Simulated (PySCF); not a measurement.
Molecule: propylamine (SMILES CCCN).

Bonds (- single, = double, # triple, : aromatic): C1-C2, C2-C3, C3-N4. C1 carries H5, H6, H7; C2 carries H8, H9; C3 carries H10, H11; N4 carries H12, H13.

Coordinates of the point at 0° (Å):
```xyz
13

C     1.751    0.217    0.472
C     0.487    0.185   -0.381
C    -0.754   -0.380    0.349
N    -0.462   -0.773    1.720
H     2.543    0.731   -0.070
H     1.561    0.740    1.404
H     2.096   -0.787    0.703
H     0.682   -0.408   -1.277
H     0.268    1.203   -0.709
H    -1.174   -1.209   -0.245
H    -1.522    0.396    0.405
H     0.144   -1.585    1.734
H    -1.322   -1.024    2.196
```

The dihedral C1–C2–C3–N4 is held at the listed angle and the rest relaxed with GFN2-xTB; couplings at B3LYP/pcJ-1 (spin–dipole term only in couplings to heteroatoms) (PySCF 2.14.0 with density-fitted response routines, gas phase, non-relativistic), for fixed nuclei without averaging.

Q: How do the three-bond couplings across the rotated bond vary?

A: 
| held angle (°) | H9,H11: φ (°), J (Hz) | H8,H11: φ (°), J (Hz) | H9,H10: φ (°), J (Hz) | H8,H10: φ (°), J (Hz) | C1,H11: φ (°), J (Hz) | C1,H10: φ (°), J (Hz) |
| --- | --- | --- | --- | --- | --- | --- |
| 0 | -3, 13.8 | -120, 4.7 | 114, 4.2 | -3, 11.8 | 118, 1.7 | -125, 1.1 |
| 30 | 29, 10.6 | -88, 0.4 | 146, 11.0 | 29, 7.9 | 149, 6.4 | -94, 0.5 |
| 60 | 57, 4.3 | -60, 3.3 | 174, 12.5 | 57, 2.5 | 178, 9.5 | -65, 3.6 |
| 90 | 85, 0.6 | -32, 8.9 | -157, 9.1 | 86, 0.4 | -153, 8.4 | -35, 7.4 |
| 120 | 116, 3.0 | 0, 12.0 | -126, 2.5 | 117, 3.9 | -122, 3.6 | -4, 9.1 |
| 150 | 148, 9.7 | 32, 9.7 | -94, 0.5 | 149, 10.0 | -91, 0.2 | 26, 6.4 |
| 180 | 177, 13.2 | 60, 4.8 | -66, 4.2 | 177, 12.2 | -62, 2.0 | 56, 2.1 |
| 210 | -156, 11.0 | 87, 0.9 | -38, 8.4 | -156, 9.4 | -33, 6.7 | 84, 0.1 |
| 240 | -125, 4.5 | 118, 2.3 | -7, 10.1 | -125, 3.1 | -3, 9.8 | 115, 2.9 |
| 270 | -92, 0.5 | 150, 9.4 | 25, 7.4 | -92, 0.3 | 29, 7.9 | 146, 7.1 |
| 300 | -64, 2.7 | 179, 13.5 | 54, 2.9 | -64, 3.5 | 58, 3.4 | 175, 7.4 |
| 330 | -36, 8.9 | -153, 11.9 | 81, 0.4 | -36, 8.8 | 87, 0.3 | -156, 5.0 |

Q: Fit a Karplus curve A cos²φ + B cos φ + C to ³J(H9,H11).

A: A = 13.0, B = 0.2, C = 0.4 Hz; rms residual 0.1 Hz. The plain average over the scan is 6.9 Hz.

Q: Fit a Karplus curve A cos²φ + B cos φ + C to ³J(H8,H11).

A: A = 12.2, B = -0.4, C = 0.8 Hz; rms residual 0.7 Hz. The plain average over the scan is 6.8 Hz.
